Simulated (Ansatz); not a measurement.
## BN (P-6m2): the band gap by level of theory

All numbers come from the plane-wave code Ansatz. The values are computed, spin-unpolarised, and not measurements.

BN (started from an entry of an open crystallographic database), relaxed with r2SCAN+rVV10. It is hexagonal, P-6m2 (No. 187); conventional cell a = 2.500 Å, c = 6.505 Å, 8.80 Å³ an atom. B is surrounded by 3 N at 1.44 Å; N is surrounded by 3 B at 1.44 Å.

```
B N
1.0
     2.50021    0.00000    0.00000
    -1.25011    2.16525    0.00000
     0.00000    0.00000    6.50530
B N
2 2
Direct
  0.00000 0.00000 0.50000
  0.33333 0.66667 0.00000
  0.00000 0.00000 0.00000
  0.66667 0.33333 0.50000
```

Relaxed lattice by functional, symmetry kept:
```tsv
functional	k mesh	a (Å)	c (Å)	volume (Å³/atom)
PBE-D3(BJ)	12×12×4	2.506	6.597	8.97
r2SCAN+rVV10	12×12×4	2.500	6.505	8.80
PBE-D4	12×12×4	2.507	6.532	8.89
```

On this one geometry the levels give:
```
   level   k mesh  gap (eV)      kind           edges  least direct gap (eV)
     LDA  12×12×4      4.19  indirect  H → L–M (0.93)                   4.31
  r2SCAN  12×12×4      4.90  indirect           H → M                   5.08
 r2SCANh    9×9×4      5.64  indirect           H → M                   5.85
   HSE06    9×9×4      5.67  indirect           H → M                   5.86
DDH-PBE0    9×9×4      6.34  indirect           H → M                   6.53
```
Wave cutoffs: 420 eV, 500 eV (r2SCAN, r2SCANh).
Points off the special ones are mesh points or PBE's searched band edges, reused at the other levels. PBE's own run along the path (4.36 eV) came before the search for the edges and missed one, so it isn't listed. Set aside, since their points miss a band edge that the other levels read or their mesh is too coarse: PBE0, LC-ωPBE.

With HSE06 the valence top lies at H and the conduction bottom at M, 5.67 eV higher; the smallest vertical gap, at K, is 5.86 eV.

All these functionals give a gap of the same kind, indirect.

r2SCAN (ground state on 9×9×4): The clamped-ion dielectric constant comes out as 4.50 along x and y, 2.68 along z. Born charges, averaged over directions: B +2.05 to +2.08, N -2.08 to -2.05 e. PBE (ground state on 9×9×4): ε∞: 4.85 along x and y, 2.73 along z. Born charges, averaged over directions: B +2.02 to +2.07, N -2.06 to -2.03 e.

The meshes of the hybrids are coarse, so their gaps aren't converged to the digits shown.
